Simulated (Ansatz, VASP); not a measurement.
One calculation of Ca, two programs

INCAR

```
PREC = Accurate
ENCUT = 600
EDIFF = 1E-7
ISMEAR = 0
SIGMA = 0.01
LREAL = False
LASPH = True
NELM = 80
ALGO = Normal
ISIF = 3
LWAVE = False
LCHARG = False
GGA = PE
IBRION = 2
NSW = 80
EDIFFG = -0.01
```

KPOINTS

```
Automatic mesh
0
Gamma
  12 12 12
```

Contents of POSCAR:

```
Ca
1.0
    0.0000000000      2.5230954306      2.5230954306
    2.5230954306      0.0000000000      2.5230954306
    2.5230954306      2.5230954306      0.0000000000
Ca
1
Direct
    0.0000000000      0.0000000000      0.0000000000
```

Input for Ansatz:

```yaml
crystal:
  lattice:
    - [0.0, 2.5230954306, 2.5230954306]
    - [2.5230954306, 0.0, 2.5230954306]
    - [2.5230954306, 2.5230954306, 0.0]
  atoms:
    - { symbol: Ca, position: [0.0, 0.0, 0.0] }
basis:
  ecutwfc: 420
kpoints:
  mp_grid: { grid: [12, 12, 12] }
hamiltonian:
  xc: pbe
scf:
  occupations: { method: gaussian, width: 0.01 }
output:
  forces: true
  stress: true
  eigenvalues: true
relax:
  adjacent_minimum: "off"
  f_tol: 0.01
  max_steps: 60
  cell: { stress_tol: 0.1 }
```

Alike in both runs: task relaxation of cell and atoms; functional PBE; k mesh 12 × 12 × 12; occupations gaussian, width 0.01 eV; no spin polarisation.

|  | VASP | Ansatz |
| --- | --- | --- |
| version | VASP 6.6.1 | Ansatz 0.2.0 |
| potentials or method | VASP PAW PBE potentials, release 64 (Ca_sv) | scalar-relativistic, plane waves, PAW |
| plane-wave cutoff (eV) | 600 | 420 |
| valence electrons in the cell | 10 | 10 |

Ansatz gave:

```
gap on the k mesh at the Fermi level, each at its own relaxed structure (eV) : none
relaxed volume (Å³/atom)                                                     : 42.12
relaxed cell length with the largest relative difference (Å)                 : 3.905
energy change over the relaxation (meV/atom)                                 : -184
```

**Question.** What did VASP give for the same quantities?

**Answer.** gap on the k mesh at the Fermi level, each at its own relaxed structure (eV): none; relaxed volume (Å³/atom): 42.25; relaxed cell length with the largest relative difference (Å): 3.909; energy change over the relaxation (meV/atom): -185.

A gap of «none» marks a metal or a gap that the smearing closes.

Caveats: the volume moved by over 15 % at a fixed basis, so the end points are rough (VASP).
